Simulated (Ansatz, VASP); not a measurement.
**Cross-check of InSb (honeycomb InSb, 1 layer) between VASP and Ansatz**

One calculation is typed for both programs; each brings its own data sets. How far apart do they land? The structure shown is the end of the Ansatz relaxation below. Other levels of theory on this material are compared in a session of their own.

Program: Ansatz 0.2.0. Level of theory: plane waves, with VASP 6.6.1 beside it; single point at PBE. Results are calculated unless marked as measured.

### 1. Set-up

The cell holds 2 atoms: 1 Sb and 1 In. Its edges and angles: a = 4.673 Å, b = 4.673 Å, c = 17.750 Å, α = 90.0°, β = 90.0°, γ = 120.0°. Vacuum lies along c.

Coordinates:

```cif
data_structure
_symmetry_space_group_name_H-M 'P 1'
_symmetry_Int_Tables_number 1
_cell_length_a 4.6734
_cell_length_b 4.6734
_cell_length_c 17.7500
_cell_angle_alpha 90.000
_cell_angle_beta 90.000
_cell_angle_gamma 120.000
_cell_volume 335.74
loop_
_atom_site_label
_atom_site_type_symbol
_atom_site_fract_x
_atom_site_fract_y
_atom_site_fract_z
_atom_site_occupancy
Sb1 Sb 0.66667 0.33333 0.47835 1
In2 In 0.33333 0.66667 0.52165 1
```

### 2. Ansatz: relaxation, PBE

Ansatz runs on its default PAW (the set named soft_2) files.

This run makes the geometry at which the two programs are then compared.

input.yaml

```yaml
crystal:
  lattice:
    - [4.65, 0.0, 0.0]
    - [-2.325, 4.0270181276, 0.0]
    - [0.0, 0.0, 17.75]
  atoms:
    - { symbol: Sb, position: [0.6666666667, 0.3333333333, 0.4788732394] }
    - { symbol: In, position: [0.3333333333, 0.6666666667, 0.5211267606] }
kpoints:
  mp_grid: { grid: [6, 6, 1] }
hamiltonian:
  xc: pbe
scf:
  occupations: { method: fermi_dirac, width: 0.05 }
  convergence: { dr2_threshold: 1.0e-08 }
efield:
  axis: 3
  dipole_correction: true
  ramp_position: 0.97
  ramp_width: 0.04
relax:
  f_tol: 0.01
  cell: { fix: [c, alpha, beta] }
output:
  write_potential: true
  write_density: true
  volumetric_format: npy
```

Launch:

```bash
$ ansatz run input.yaml --threads 4 --pin off --max-ram 8192MiB --backend cpu --events-out ev --progress --plain --runs-dir out
```

Numbers of over 12 decimals in the logs are rounded to 6 here.

Output:

```text
Warning: relax.cell: scf.convergence.dr2_threshold = 1e-8 eV is looser than the 2e-10 eV advised for a relaxation that steers and ends on the stress (1e-10 eV for each atom of the cell: 2). What an SCF threshold leaves in a stress goes as its square root, and in the free energy as the threshold itself, and one threshold admits the most on a small cell: [figures from the program's tests cut] Set scf.convergence.dr2_threshold to 2e-10 eV or tighter. The threshold is an SCF's pass mark: one that does not reach it within its budget of iterations ends unconverged, or closes short of it on a stop that the run arms, and scf.convergence.dr2_threshold's page says what that costs each kind of run
Engine: ansatz 0.2.0, aarch64-unknown-linux-gnu
Pseudopotentials: kind: paw
Pseudopotential: Sb, paw, valence charge 15, recommended cutoff 420 eV (normal), Sb.paw.azcp
Pseudopotential: In, paw, valence charge 13, recommended cutoff 420 eV (normal), In.paw.azcp
Functional definition: PBE
  parameter kappa = 0.804
  parameter beta = 0.066725
  exchange = pbe_x(kappa = kappa, mu = beta*pi^2/3)
  correlation = pbe_c(beta = beta)
Crystal: 2 atoms, lattice volume = 332.380 Å³
Basis set: ecut = 420 eV, 6521 PW (Γ), exchange–correlation on 64×64×240 points (8 copies of the dense FFT grid, shifted against one another)
Bands: 18, of which v1, the nominal top of the filled ones, is band 14 counted from 1 (13 counted from 0)
Symmetry: 6 space group operations
Space group: P3m1 (ITA 156), of the structure as read, at distance tolerance 6.9e-5 Å
k-points: 7 of 36 (time reversal used)
Non-local potential: Sb, projectors of the file, l = 0: 2, l = 1: 2, l = 2: 2, l = 3: 2
Non-local potential: In, projectors of the file, l = 0: 2, l = 1: 2, l = 2: 2, l = 3: 2
PAW form: soft (Blöchl's): semilocal exchange-correlation on the pseudo side does not see the compensation charge
PAW one-centre angular grid: Sb, 590 points (default); XC on 64 Gauss nodes
PAW one-centre angular grid: In, 590 points (default); XC on 64 Gauss nodes
Initial density: superposition of atomic densities (neutral atoms: chi_scale 0, normalization atom), corrected by the library's trained network
Initial wavefunctions: pseudopotential atomic-orbital guess
Functional: x = pbe(κ = 0.804, μ = 0.219515), c = pbe(β = 0.066725)
SCF iter   1: F=—  HF=-12081.816925 eV  |F-HF|=—  |Δ(HF+E_count)|=         —  Δρ=1.12e-3  dr2=1.01e-2  ethr=1.77e-3  p=0.046 e·Å  D=2.48e-2 V/Å  ΔV_dip=-0.44 eV  dr2_dipole=1.51e-3  V_vac-E_F(+/−)=4.26/4.70 eV  ⟨swp⟩=7.6  Hψ=740  notcnv=0
efield: sawtooth ramp at fractional position 0.9700 (set: `efield.ramp_position`, or a place that a band, a saddle search or an elastic batch's reference lends), width 0.0400; the density the first Hamiltonian is built on has a dipole p = 0.046 e·Å; the dipole correction subtracts the counter field D = 2.48e-2 V/Å, which shifts the + side's vacuum level by -0.44 eV against the − side's; the planar-averaged density in the ramp window peaks in size at 1.1e-5 e/Å³
preconditioner: auto → Resta (q_TF=auto, 1.806 Å⁻¹)  ε∞=1.4  [insulator: Δε(μ)=0.716 eV  Ē_g=13.158 eV  σ=0.050 eV  W_gap=1.00  n_scr=40 (ndim 8)  ℏωp=8.6 eV  f_vac=0.722  D(μ)=0.00/eV (n_scr^D=0)  ε∞_Penn≈1.4  vacuum switching on, ρ_ref=1.3e-2 e/Å³]
SCF iter   2: F=—  HF=-12081.817792 eV  |F-HF|=—  |Δ(HF+E_count)|=   8.67e-4  Δρ=7.59e-4  dr2=6.49e-3  ethr=3.59e-5  p=0.074 e·Å  D=4.05e-2 V/Å  ΔV_dip=-0.72 eV  dr2_dipole=8.04e-4  V_vac-E_F(+/−)=4.08/4.80 eV  ⟨swp⟩=2.1  Hψ=274  notcnv=0
SCF iter   3: F=—  HF=-12081.817606 eV  |F-HF|=—  |Δ(HF+E_count)|=   1.85e-4  Δρ=4.08e-4  dr2=1.42e-3  ethr=2.32e-5  p=0.061 e·Å  D=3.31e-2 V/Å  ΔV_dip=-0.59 eV  dr2_dipole=2.31e-4  V_vac-E_F(+/−)=4.15/4.73 eV  ⟨swp⟩=3.0  Hψ=238  notcnv=0
SCF iter   4: F=—  HF=-12081.818264 eV  |F-HF|=—  |Δ(HF+E_count)|=   6.57e-4  Δρ=2.00e-4  dr2=2.06e-4  ethr=5.06e-6  p=0.066 e·Å  D=3.62e-2 V/Å  ΔV_dip=-0.64 eV  dr2_dipole=2.02e-5  V_vac-E_F(+/−)=4.10/4.75 eV  ⟨swp⟩=3.1  Hψ=216  notcnv=0
SCF iter   5: F=—  HF=-12081.818462 eV  |F-HF|=—  |Δ(HF+E_count)|=   1.99e-4  Δρ=8.60e-5  dr2=2.72e-5  ethr=7.37e-7  p=0.069 e·Å  D=3.75e-2 V/Å  ΔV_dip=-0.67 eV  dr2_dipole=1.85e-6  V_vac-E_F(+/−)=4.08/4.75 eV  ⟨swp⟩=2.6  Hψ=189  notcnv=0
SCF iter   6: F=—  HF=-12081.818493 eV  |F-HF|=—  |Δ(HF+E_count)|=   3.08e-5  Δρ=3.12e-5  dr2=3.32e-6  ethr=9.72e-8  p=0.070 e·Å  D=3.80e-2 V/Å  ΔV_dip=-0.67 eV  dr2_dipole=1.05e-9  V_vac-E_F(+/−)=4.08/4.75 eV  ⟨swp⟩=2.0  Hψ=232  notcnv=0
[...]
SCF iter   4: F=—  HF=-12081.821027 eV  |F-HF|=—  |Δ(HF+E_count)|=   2.34e-5  Δρ=1.17e-5  dr2=1.79e-6  ethr=3.44e-8  p=0.071 e·Å  D=3.83e-2 V/Å  ΔV_dip=-0.68 eV  dr2_dipole=3.12e-7  V_vac-E_F(+/−)=4.08/4.76 eV  ⟨swp⟩=2.0  Hψ=187  notcnv=0
SCF iter   5: F=—  HF=-12081.821026 eV  |F-HF|=—  |Δ(HF+E_count)|=   2.75e-7  Δρ=4.13e-6  dr2=6.93e-8  ethr=6.41e-9  p=0.071 e·Å  D=3.84e-2 V/Å  ΔV_dip=-0.68 eV  dr2_dipole=3.07e-9  V_vac-E_F(+/−)=4.08/4.76 eV  ⟨swp⟩=2.0  Hψ=139  notcnv=0
SCF iter   6: F=-12081.821026 eV  HF=-12081.821026 eV  |F-HF|=2.29e-9  |Δ(HF+E_count)|=   2.47e-8  Δρ=9.59e-7  dr2=3.17e-9  ethr=3.57e-11  p=0.071 e·Å  D=3.84e-2 V/Å  ΔV_dip=-0.68 eV  dr2_dipole=5.93e-11  V_vac-E_F(+/−)=4.08/4.76 eV  ⟨swp⟩=9.1  Hψ=831  notcnv=0
SCF 3 converged in 6 iterations: F = -12081.821026 eV  dr2 = 3.17e-9
relax step   3: F+E_penalty+E_count = -12081.82102641 eV  Δ(F+E_penalty+E_count) = -7.095e-4 eV  max|allowed force component| = 4.977e-3 eV/Å  Δτ_max = 0.0116 Å  P = +0.010 GPa  Ω = 335.741 Å³  energy of the carried Pulay correction = -1.395e-4 eV  fix = [c, alpha, beta]  reactions: c -0.002 GPa  (6 SCF iters, accepted)
Initial wavefunctions: pseudopotential atomic-orbital guess (no wavefunctions were taken with the density)
iter 1 solved again at ethr=9.94e-7 eV; its pass at ethr=3.10e-3 eV (dr2=2.78e-4 eV) is discarded
SCF iter   1: F=—  HF=-12081.821124 eV  |F-HF|=—  |Δ(HF+E_count)|=         —  Δρ=7.25e-6  dr2=3.45e-8  ethr=9.94e-7  p=0.071 e·Å  D=3.84e-2 V/Å  ΔV_dip=-0.68 eV  dr2_dipole=1.01e-10  V_vac-E_F(+/−)=4.08/4.76 eV  ⟨swp⟩=3.0  Hψ=1082  notcnv=0
efield: sawtooth ramp at fractional position 0.9700 (set: `efield.ramp_position`, or a place that a band, a saddle search or an elastic batch's reference lends), width 0.0400; the density the first Hamiltonian is built on has a dipole p = 0.071 e·Å; the dipole correction subtracts the counter field D = 3.84e-2 V/Å, which shifts the + side's vacuum level by -0.68 eV against the − side's; the planar-averaged density in the ramp window peaks in size at 4.8e-8 e/Å³
eigensolver tolerance schedule: the retry pair's looser diagonalisation over-reported the residual by 8065.28 of it (diagonalisation noise at an unbounded share of the residual, at the tolerance the schedule requests for it); recorded, not acted on — ethr = c·dr2/N_el stays at c = 1.0e-1
preconditioner: auto → Resta (q_TF=auto, 1.803 Å⁻¹)  ε∞=1.4  [insulator: Δε(μ)=0.702 eV  Ē_g=13.138 eV  σ=0.050 eV  W_gap=1.00  n_scr=40 (ndim 8)  ℏωp=8.6 eV  f_vac=0.721  D(μ)=0.00/eV (n_scr^D=0)  ε∞_Penn≈1.4  vacuum switching on, ρ_ref=1.3e-2 e/Å³]
SCF iter   2: F=—  HF=-12081.821161 eV  |F-HF|=—  |Δ(HF+E_count)|=   3.69e-5  Δρ=3.08e-6  dr2=6.48e-9  ethr=3.57e-11  p=0.071 e·Å  D=3.84e-2 V/Å  ΔV_dip=-0.68 eV  dr2_dipole=1.29e-10  V_vac-E_F(+/−)=4.08/4.76 eV  ⟨swp⟩=10.4  Hψ=1158  notcnv=0
SCF iter   3: F=-12081.821165 eV  HF=-12081.821164 eV  |F-HF|=6.57e-7  |Δ(HF+E_count)|=   3.06e-6  Δρ=1.06e-6  dr2=3.92e-9  ethr=2.31e-11  p=0.071 e·Å  D=3.84e-2 V/Å  ΔV_dip=-0.68 eV  dr2_dipole=7.15e-10  V_vac-E_F(+/−)=4.08/4.76 eV  ⟨swp⟩=7.6  Hψ=876  notcnv=0
SCF 4 converged in 3 iterations: F = -12081.821165 eV  dr2 = 3.92e-9
relax step   4: F+E_penalty+E_count = -12081.82116480 eV  Δ(F+E_penalty+E_count) = -1.384e-4 eV  max|allowed force component| = 5.025e-3 eV/Å  Δτ_max = 0.0000 Å  P = +0.010 GPa  Ω = 335.741 Å³  fix = [c, alpha, beta]  reactions: c -0.002 GPa  stress off target by 1.55e-2 GPa on what of the cell is left free  SCF on the basis re-selected at this cell (its energy is not comparable with the rows above)  (3 SCF iters)
basis re-selected at this cell: Δ(F+E_penalty+E_count) = -1.384e-4 eV, ΔP = -0.000 GPa vs the last step (what re-selecting the basis moved, of the pressure what is left beyond the Pulay correction that the steps carried, after the strain that the cell walked since its last selection, with what the two solves' SCF thresholds leave and, on support functions, any second-order correction that the steps lacked; it is no m [...]
WARN: The input density's exchange-correlation potential varies sharply where the density is thin. Do not read a vacuum level from v_tot or v_xc, or from such a field of the output density. On a cell that repeats whose density bears no net charge and no dipole along the vacuum's axis use v_es (v_loc + v_h of the components); under efield.dipole_correction with no amplitude use v_es + v_field, which holds any external [...]
SCF converged after 3 iterations
Free energy (F): -12081.821165 eV
Harris-Foulkes:  -12081.821164 eV  (|F-HF|=6.57e-7)
Internal energy: -12081.821098 eV  (E = F + TS)
E sigma→0 (E₀):  -12081.821131 eV
Entropy (-TS):   -0.000067 eV (-0.033 meV/atom)
Fermi energy:    -2.057450 eV
Dipole field:    D = 0.038432 V/Å  (p = 0.071308 e·Å, saw-weighted, corrected)
Work function:   Φ+ = 4.0772 eV   Φ− = 4.7594 eV
Levels:          The Fermi level and band energies are counted from a zero that moves with the ramp; work functions are not
--- Per-component energies (eV) ---
  E_band       = -517.532825
  E_kinetic    = 447.783233
  E_local      = -11476.571813  (includes V_loc(G=0)·N_el)
  E_nonlocal   = 729.009232
  E_hartree    = 5386.473394
  E_xc         = -352.450487
  E_vxc        = -193.592476  (∫ρ·V_xc dr)
  E_paw        = -8729.571182  (= ΣΔE_a)
  E_vpaw       = -796.949596  (= ΣTr[D̂ρ^β])
  E_aug_tail   = 0.000024  (compensation charges beyond the density's cutoff)
  E_efield     = 0.001370  (sawtooth field / dipole correction)
  E_vefield    = -0.158732  (∫n·V_field dr)
  E_ewald      = 1913.505131
  E_smearing   = -0.000067  (= −TS)
  E_closure    = -0.000000  (closes the sum)
  Σ components = -12081.821165   (vs F -12081.821165, Δ=0.00e0)
--- Forces (eV/Å), atoms counted from 1 ---
  atom   1  Sb     0.00000000     0.00000000     0.00501516
  atom   2  In     0.00000000    -0.00000000    -0.00503515
  max |Σ_I F_I| component: 2.00e-5 eV/Å
--- Stress (GPa, compression-positive) ---
        0.015462      -0.000000       0.000000
       -0.000000       0.015462      -0.000000
        0.000000      -0.000000      -0.001912
  P = ⅓ Tr σ = 0.0097 GPa (0.097 kbar)
--- Band table (eV; the first three rows and the last of 7) ---
  k-point 0: bands = [... 10 lower, -11.6641, -4.7142, -2.4340, -2.4340, -1.7316, 0.4304, 1.6788, 1.6788]
  k-point 1: bands = [... 10 lower, -11.4673, -5.1828, -3.4725, -2.7976, -0.5550, 0.5135, 1.6130, 2.3865]
  k-point 2: bands = [... 10 lower, -10.9623, -6.5978, -3.3424, -3.2859, -0.7378, 0.1962, 2.2647, 3.1717]
  k-point 6: bands = [... 10 lower, -10.4071, -7.4495, -4.7468, -2.4836, -1.1092, 2.0948, 2.7060, 3.2376]
--- Relaxed structure (3 steps of the walk, 3 accepted, 1 SCFs on fresh bases) ---
  F+E_penalty+E_count = -12081.82116480 eV   max|allowed force component| = 5.025e-3 eV/Å   (the final SCF, on the basis selected at the relaxed cell)
  cell:  # Å, volume = 335.7407 Å³
    - [4.673449, 0.0, 0]
    - [-2.336724, 4.047325, 0]
    - [0, 0, 17.75]
  atoms:
    - { symbol: Sb, position: [0.666667, 0.333333, 0.478351] }
    - { symbol: In, position: [0.333333, 0.666667, 0.521649] }
```

The column dr2 measures how far the density is from self-consistency, as an energy; F and HF (Harris–Foulkes) agree once it is small.

(Part 1 of 2 ends here.)

[Lines on the potential files, build, host, timing and source positions are cut from VASP's logs without a mark.]

[Logs are printed without paths, hosts, clocks, repeated set-up lines and the standing remarks that a program may print on its own settings, such as how far it seeks lower states.]

[Hosts, paths, dates, database ids (printed as entryN), source tags and the programs' standing remarks are cut or masked in the printed files.]
